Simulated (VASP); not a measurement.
# Sr (Fm-3m) in VASP: single point with PBEsol

Aim: the single point of Sr with PBEsol.

Everything below comes from runs of VASP 6.6.1. Logs are shortened: lines on timing, memory, paths and dates and some standing lists are left out, and cuts for length are marked.

### 1 Starting point

It takes space group Fm-3m (No. 225, cubic). Conventional cell: a = 5.922 Å, b = 5.922 Å, c = 5.922 Å, α = 90.00°, β = 90.00°, γ = 90.00°. Sr (site symmetry m-3m) is surrounded by 12 Sr at 4.19 Å.

### 2 Single point, PBEsol, non-collinear spin, zero start, spin-orbit coupling

Contents of INCAR:

```
PREC     = Accurate       # precision mode
ENCUT    = 520            # plane-wave cutoff, eV
EDIFF    = 1E-6           # SCF threshold, eV
ISMEAR   = 0              # smearing method
SIGMA    = 0.1            # smearing width, eV
LREAL    = False          # projectors in reciprocal space
LASPH    = True           # aspherical terms in the spheres
NELM     = 100            # most SCF steps
ALGO     = Normal         # electronic algorithm
ISIF     = 2              # what is computed and relaxed
LWAVE    = False          # write WAVECAR
LCHARG   = False          # write CHGCAR
MAGMOM   = 0 0 0          # initial moments
LORBIT   = 11             # projections on sites
LSORBIT  = True           # spin-orbit coupling
GGA_COMPAT= False        
GGA      = PS             # functional
```

Contents of KPOINTS:

```
Automatic mesh
0
Gamma
  12 12 12
```

Contents of POSCAR:

```
Sr
1.0
    0.0000000000      2.9608200000      2.9608200000
    2.9608200000      0.0000000000      2.9608200000
    2.9608200000      2.9608200000      0.0000000000
Sr
1
Direct
    0.0000000000      0.0000000000      0.0000000000
```

Potentials or basis: VASP PAW PBE potentials, release 64 (Sr_sv).

Launch:

```bash
$ cat potpaw_PBE.64/Sr_sv/POTCAR > POTCAR
$ mpirun -np 1 vasp_ncl > vasp.out
```

OUTCAR:

```text
PREC = Accurate
   ENCUT = 520
   EDIFF = 1E-6
   ISMEAR = 0
   LREAL = False
   LASPH = True
   NELM = 100
   ISIF = 2
   LORBIT = 11
   LSORBIT = True
   GGA = PS

 ion  position               nearest neighbor table
   1  0.000  0.000  0.000-

  LATTYP: Found a face centered cubic cell.
 ALAT       =     5.9216400000

  Lattice vectors:

 A1 = (   0.0000000000,   2.9608200000,   2.9608200000)
 A2 = (   2.9608200000,   0.0000000000,   2.9608200000)
 A3 = (   2.9608200000,   2.9608200000,   0.0000000000)

Analysis of symmetry for initial positions (statically):
=====================================================================
 Subroutine PRICEL returns:
 Original cell was already a primitive cell.

 Routine SETGRP: Setting up the symmetry group for a
 face centered cubic supercell.

 Subroutine GETGRP returns: Found 48 space group operations
 (whereof 48 operations were pure point group operations)
 out of a pool of 48 trial point group operations.

The static configuration has the point symmetry O_h .

Analysis of symmetry for dynamics (positions and initial velocities):
=====================================================================
 Subroutine PRICEL returns:
 Original cell was already a primitive cell.

 Routine SETGRP: Setting up the symmetry group for a
 face centered cubic supercell.

 Subroutine GETGRP returns: Found 48 space group operations
 (whereof 48 operations were pure point group operations)
 out of a pool of 48 trial point group operations.

The dynamic configuration has the point symmetry O_h .

Analysis of structural, dynamic, and magnetic symmetry:
=====================================================================
 Subroutine PRICEL returns:
 Original cell was already a primitive cell.

 Routine SETGRP: Setting up the symmetry group for a
 face centered cubic supercell.

 Subroutine GETGRP returns: Found 48 space group operations
 (whereof 48 operations were pure point group operations)
 out of a pool of 48 trial point group operations.

The overall configuration has the point symmetry O_h .

 Subroutine INISYM returns: Found 48 space group operations
 (whereof 48 operations are pure point group operations),
 and found     1 'primitive' translations

----------------------------------------------------------------------------------------

                                     Primitive cell

  volume of cell :      51.9118

  direct lattice vectors                    reciprocal lattice vectors
     0.000000000  2.960820000  2.960820000    -0.168872137  0.168872137  0.168872137
     2.960820000  0.000000000  2.960820000     0.168872137 -0.168872137  0.168872137
     2.960820000  2.960820000  0.000000000     0.168872137  0.168872137 -0.168872137

  length of vectors
     4.187231800  4.187231800  4.187231800     0.292495121  0.292495121  0.292495121

  position of ions in fractional coordinates (direct lattice)
     0.000000000  0.000000000  0.000000000

  ion indices of the primitive-cell ions
   primitive index   ion index
                 1           1

----------------------------------------------------------------------------------------

 KPOINTS: Automatic mesh

Automatic generation of k-mesh.
 Grid dimensions read from file:
 generate k-points for:   12   12   12

 Generating k-lattice:

  Cartesian coordinates                     Fractional coordinates (reciprocal lattice)
    -0.014072678  0.014072678  0.014072678     0.083333333  0.000000000  0.000000000
     0.014072678 -0.014072678  0.014072678     0.000000000  0.083333333  0.000000000
     0.014072678  0.014072678 -0.014072678     0.000000000  0.000000000  0.083333333

  Length of vectors
     0.024374593  0.024374593  0.024374593

  Shift w.r.t. Gamma in fractional coordinates (k-lattice)
     0.000000000  0.000000000  0.000000000

 Subroutine IBZKPT returns following result:
 ===========================================

 Found     72 irreducible k-points:

 Following reciprocal coordinates:
            Coordinates               Weight
  0.000000  0.000000  0.000000      1.000000
  0.083333  0.000000  0.000000      8.000000
  0.166667  0.000000  0.000000      8.000000
  0.250000  0.000000  0.000000      8.000000
  0.333333  0.000000  0.000000      8.000000
  0.416667  0.000000  0.000000      8.000000
[... 16 lines left out ...]
  0.500000  0.166667  0.000000     24.000000
 -0.416667  0.166667  0.000000     24.000000
 [... further k-points ...]
   k-points           NKPTS =     72   k-points in BZ     NKDIM =     72   number of bands    NBANDS=     18
   number of dos      NEDOS =    301   number of ions     NIONS =      1
   total plane-waves  NPLWV =  32768
   dimension x,y,z NGX =    32 NGY =   32 NGZ =   32
   dimension x,y,z NGXF=    64 NGYF=   64 NGZF=   64
   ions per type =               1
   NGX,Y,Z   is equivalent  to a cutoff of  12.70, 12.70, 12.70 a.u.
   NGXF,Y,Z  is equivalent  to a cutoff of  25.41, 25.41, 25.41 a.u.
 SYSTEM =  unknown system
   PREC   = accura    normal or accurate (medium, high low for compatibility)
   ISTART =      0    job   : 0-new  1-cont  2-samecut
   ICHARG =      2    charge: 1-file 2-atom 10-const
   ISPIN  =      1    spin polarized calculation?
   LNONCOLLINEAR =      T non collinear calculations
   LSORBIT =      T    spin-orbit coupling
   LASPH  =      T    aspherical Exc in radial PAW
   ENCUT  =  520.0 eV  38.22 Ry    6.18 a.u.   7.79  7.79  7.79*2*pi/ulx,y,z
   NELM   =    100;   NELMIN=  2; NELMDL= -5     # of ELM steps
   EDIFF  = 0.1E-05   stopping-criterion for ELM
   LREAL  =      F    real-space projection
   EDIFFG = 0.1E-04   stopping-criterion for IOM
   NSW    =      0    number of steps for IOM
   IBRION =     -1    ionic relax: 0-MD 1-quasi-New 2-CG
   NFREE  =      0    steps in history (QN), initial steepest desc. (CG)
   ISIF   =      2    stress and relaxation
   ISYM   =      2    0-nonsym 1-usesym 2-fastsym
   POTIM  = 0.5000    time-step for ionic-motion
   TEBEG  =    0.0;   TEEND  =   0.0 temperature during run
   PSTRESS=    0.0 pullay stress
   NELECT =      10.0000    total number of electrons
   NUPDOWN=      -1.0000    fix difference up-down
   EMIN   =  10.00;   EMAX   =-10.00  energy-range for DOS
   EFERMI =   0.00;   METHOD = LEGACY
   ISMEAR =     0;   SIGMA  =   0.10  broadening in eV -4-tet -1-fermi 0-gaus
   EFERMI_NEDOS =   21; number of points for ismear=-14 and -15
   IALGO  =     38    algorithm
   IMIX   =      4    mixing-type and parameters
     AMIX     =   0.40;   BMIX     =  1.00
     AMIX_MAG =   1.60;   BMIX_MAG =  1.00
  volume/ion in A,a.u.               =      51.91       350.32
  Fermi-wavevector in a.u.,A,eV,Ry     =   0.945481  1.786700 12.162716  0.893934
  Thomas-Fermi vector in A             =   2.073387
   LORBIT       =     11    0 simple, 1 ext, 2 COOP (PROOUT), +10 PAW based schemes
   GGA     = PS    functional components
   LHFCALC =     F    Hartree Fock is set to
   AEXX    =    0.0000 exact exchange contribution
   IVDW    =     0    specifies the selected vdW correction
   LEPSILON=     F    determine dielectric tensor
   LRPA    =     F    only Hartree local field effects (RPA)
 Gauss-broadening in eV      SIGMA  =   0.10
  energy-cutoff  :      520.00
  volume of cell :       51.91
 maximum number of plane-waves:      2840
   NGX = 15   NGY = 15   NGZ = 15

 number of electron      10.0000000 magnetization       0.0000000      0.0000000      0.0000000

 number of electron      10.0000000 magnetization       0.0000000     -0.0000000     -0.0000000

 number of electron      10.0000000 magnetization      -0.0000000      0.0000000      0.0000000

 Free energy of the ion-electron system (eV)
  ---------------------------------------------------
  ext. energy  EPLUGINS =         0.00000000
  ---------------------------------------------------
  free energy    TOTEN  =        -1.93139657 eV

  energy without entropy =       -1.92574200  energy(sigma->0) =       -1.92856929

 E-fermi :   1.7034     XC(G=0):  -7.6126

 val. band max:        1.6778374016   @ k =  -0.3333   0.3333   0.1667
 cond. band min:       1.7248609154   @ k =  -0.4167   0.2500   0.0000
 fundamental gap:      0.0470235138
 Fermi energy:         1.7034319263

 k-point     1 :       0.0000    0.0000    0.0000
  band No.  band energies     occupation
      1     -34.7269      1.00000
      2     -34.7269      1.00000
      3     -17.3976      1.00000
      4     -17.3976      1.00000
      5     -16.2487      1.00000
      6     -16.2487      1.00000
[... 10 lines left out ...]
     17       5.6582      0.00000
     18       5.6582      0.00000

 k-point     2 :       0.0833    0.0000    0.0000
  band No.  band energies     occupation
      1     -34.7257      1.00000
      2     -34.7257      1.00000
      3     -17.4038      1.00000
      4     -17.4038      1.00000
      5     -16.2615      1.00000
      6     -16.2615      1.00000
[... 10 lines left out ...]
     17       5.5785      0.00000
     18       5.5820      0.00000

 k-point     3 :       0.1667    0.0000    0.0000
  band No.  band energies     occupation
      1     -34.7223      1.00000
      2     -34.7223      1.00000
      3     -17.4213      1.00000
      4     -17.4213      1.00000
      5     -16.2957      1.00000
      6     -16.2957      1.00000
[... 10 lines left out ...]
     17       5.4618      0.00000
     18       5.4746      0.00000

 k-point     4 :       0.2500    0.0000    0.0000
  band No.  band energies     occupation
      1     -34.7177      1.00000
      2     -34.7177      1.00000
      3     -17.4457      1.00000
      4     -17.4457      1.00000
      5     -16.3407      1.00000
      6     -16.3407      1.00000
[... 375 lines left out ...]
      4     -17.4883      1.00000
      5     -16.4006      1.00000
      6     -16.4006      1.00000
[... 10 lines left out ...]
     17       5.8825      0.00000
     18       5.8825      0.00000

 k-point    23 :       0.5000    0.1667    0.0000
  band No.  band energies     occupation
      1     -34.7068      1.00000
      2     -34.7068      1.00000
      3     -17.5009      1.00000
      4     -17.5009      1.00000
      5     -16.4204      1.00000
      6     -16.4204      1.00000
[... 10 lines left out ...]
     17       6.4346      0.00000
     18       6.4358      0.00000

 k-point    24 :      -0.4167    0.1667    0.0000
  band No.  band energies     occupation
      1     -34.7065      1.00000
      2     -34.7065      1.00000
      3     -17.5025      1.00000
      4     -17.5025      1.00000
      5     -16.4232      1.00000
      6     -16.4232      1.00000
[... 10 lines left out ...]
     17       6.4513      0.00000
     18       6.5224      0.00000

 [... further k-points ...]

------------------------ aborting loop because EDIFF is reached ----------------------------------------

  FORCE on cell =-STRESS in cart. coord.  units (eV):
  Direction    XX          YY          ZZ          XY          YZ          ZX
  --------------------------------------------------------------------------------------
  -------------------------------------------------------------------------------------
  Total       -0.0035232     -0.0035232     -0.0035232      0.0000000      0.0000000     -0.0000000
  in kB       -0.1087381     -0.1087381     -0.1087381      0.0000000      0.0000000     -0.0000000
  external PRESSURE =      -0.1087381 kB  Pullay stress =       0.0000000 kB

 VOLUME and BASIS-vectors are now :
 -----------------------------------------------------------------------------
  energy-cutoff  :      520.00
  volume of cell :       51.91
      direct lattice vectors                 reciprocal lattice vectors
     0.000000000  2.960820000  2.960820000    -0.168872137  0.168872137  0.168872137
     2.960820000  0.000000000  2.960820000     0.168872137 -0.168872137  0.168872137
     2.960820000  2.960820000  0.000000000     0.168872137  0.168872137 -0.168872137

 POSITION                                       TOTAL-FORCE (eV/Angst)
 -----------------------------------------------------------------------------------
      0.00000      0.00000      0.00000         0.000000     -0.000000      0.000000
 -----------------------------------------------------------------------------------
    total drift:                               -0.000000      0.000000      0.000000

  FREE ENERGIE OF THE ION-ELECTRON SYSTEM (eV)
  ---------------------------------------------------
  free  energy   TOTEN  =        -1.9313965688 eV

  energy  without entropy=       -1.9257420022  energy(sigma->0) =       -1.92856929

 Spin-Orbit-Coupling matrix elements

 Ion:    1  E_soc:     -0.1791087
 l=   1
     0.0000000    -0.0298582    -0.0298582
    -0.0298582     0.0000000    -0.0298582
    -0.0298582    -0.0298582     0.0000000
 l=   2
     0.0000000     0.0000047     0.0000000     0.0000047     0.0000020
     0.0000047     0.0000000     0.0000015     0.0000047     0.0000005
     0.0000000     0.0000015     0.0000000     0.0000015     0.0000000
     0.0000047     0.0000047     0.0000015     0.0000000     0.0000005
     0.0000020     0.0000005     0.0000000     0.0000005     0.0000000
 l=   3
     0.0000000     0.0000000     0.0000000     0.0000000     0.0000000     0.0000000     0.0000000
     0.0000000     0.0000000     0.0000000     0.0000000     0.0000000     0.0000000     0.0000000
     0.0000000     0.0000000     0.0000000     0.0000000     0.0000000     0.0000000     0.0000000
     0.0000000     0.0000000     0.0000000     0.0000000     0.0000000     0.0000000     0.0000000
     0.0000000     0.0000000     0.0000000     0.0000000     0.0000000     0.0000000     0.0000000
     0.0000000     0.0000000     0.0000000     0.0000000     0.0000000     0.0000000     0.0000000
     0.0000000     0.0000000     0.0000000     0.0000000     0.0000000     0.0000000     0.0000000

 total charge

# of ion       s       p       d       tot
------------------------------------------
    1        2.067   5.705   0.145   7.917

 magnetization (x)

# of ion       s       p       d       tot
------------------------------------------
    1       -0.000   0.000   0.000  -0.000

 magnetization (y)

# of ion       s       p       d       tot
------------------------------------------
    1       -0.000   0.000   0.000  -0.000

 magnetization (z)

# of ion       s       p       d       tot
------------------------------------------
    1        0.000   0.000   0.000   0.000
```

It took 78 s on 1 thread of Intel Xeon Platinum 8559C (Emerald Rapids), shared host; peak memory 0.34 GiB.

What came out:

```yaml
Free_energy: -1.9314 eV
Pressure: 0.0 GPa
Net_moment: 0.00 μB per cell
Valence_electrons_inside_the_program's_atomic_spheres: Sr 7.92
```

Moments on the atoms (μB; x, y, z):
```
Sr  0.00 0.00 0.00
```

Caveat: the PAW data sets were made with another functional, which shifts forces and pressure a little.
